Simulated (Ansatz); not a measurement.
# Magnetic orders of CrO₂

The calculation used DFT PBE, scalar-relativistic, plane waves, PAW (Ansatz).

```
Cr O
1.0
     4.44805    0.00000    0.00000
     0.00000    4.52924    0.00000
     0.00000    0.00000    2.98596
Cr O
2 4
Direct
  0.50000 0.50000 0.50000
  0.00000 0.00000 0.00000
  0.79297 0.18982 0.50000
  0.20703 0.81018 0.50000
  0.70703 0.68982 0.00000
  0.29297 0.31018 0.00000
```

```json
{"plane-wave cutoff": "420 eV", "Γ-centred k-mesh": "8×8×12", "occupation rule": "Gaussian smearing, 0.1 eV", "list of starting moments (μB, in atom order)": "3 3 0 0 0 0", "check for lower electronic states after the SCF": "off"}
```

Each order was relaxed in cell and atoms. Signs run over the atoms with starting moments. No Hubbard U is used, and semilocal functionals often make open-shell oxides metallic. Site moments are spin moments in atom-centred spheres that scale with the neighbour distance. The states are those that the runs reached from these starts; a lower one can exist.

Q: Starts tried: no spin; ferromagnetic; antiferromagnetic in the cell, signs +-. Which state comes out lowest, and what are the moments?

A: The lowest state is ferromagnetic, reached from the start “ferromagnetic”, with site moments (μB) Cr +1.75 (×2), O -0.07 (×4).

```
                                  start ends energy above lowest (meV/atom) site moments (μB) gap on mesh (eV) volume (Å³/atom)
                                no spin non-magnetic                             150               none over 0.05             metal              9.24
                          ferromagnetic ferromagnetic                            0.00  Cr +1.75 (×2), O -0.07 (×4) metal              9.62
antiferromagnetic in the cell, signs +-  antiferromagnetic                            52.4           Cr +1.54, Cr -1.54             metal              9.63
```

Cost: 3 runs of about 17 core-minutes in all, on Arm Neoverse V1 (shared hosts).